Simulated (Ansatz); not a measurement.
## Ni under changes of volume

One of the cells (10.492 Å³/atom); the others are scaled copies at fixed shape and fractional positions:

```xyz
1
Lattice="0.0000 1.7376 1.7376 1.7376 0.0000 1.7376 1.7376 1.7376 0.0000" Properties=species:S:1:pos:R:3 pbc="T T T"
Ni    0.0000    0.0000    0.0000
```

```yaml
Program: Ansatz 0.2.0
Functional: r2SCAN
Potentials_or_basis: Ansatz PAW
Cutoff: "500 eV (not typed: the program's choice for these potentials)"
k_mesh: 13 × 13 × 13
Occupations: fermi-dirac, width 0.05 eV
Spin: collinear spin, ferromagnetic start
Starting_moments: "[1.0] μB"
```

| volume (Å³/atom) | energy over the lowest point (meV/atom) | pressure (GPa) | moment (μB per cell) |
| --- | --- | --- | --- |
| 9.862 | ? | ? | ? |
| 10.072 | 12.15 | 9.9 | 0.67 |
| 10.282 | 2.90 | 4.7 | 0.68 |
| 10.492 | 0.00 | 0.1 | 0.70 |
| 10.702 | 2.58 | -3.9 | 0.73 |
| 10.912 | 9.95 | -7.4 | 0.75 |
| 11.122 | 21.57 | -10.5 | 0.78 |

**Question.** What does the run at 9.862 Å³/atom give?

**Answer.** Energy over the lowest point 28.71 meV/atom; pressure 15.9 GPa; moment 0.66 μB per cell.

Worked out: A Birch-Murnaghan fit of order 3 (a polynomial in V^(-2/3)) to the other rows has its minimum at 10.49 Å³/atom with B0 = V·E''(V) = 210 GPa and B' = 5.7. It gives 28.58 meV/atom at 9.862 Å³/atom, against the run's 28.71, and -dE/dV = 15.5 GPa, against 15.9. A parabola through the other rows of the moment, of slope 0.048 μB per Å³/atom there, extrapolates to 0.66 μB, against the run's 0.66.

Energies are extrapolated to zero smearing.

Caveats: the magnetic or orbital state may not be the lowest; the PAW data sets come from PBE, with cores solved anew for the run's functional, which leaves a small shift of forces and pressure.
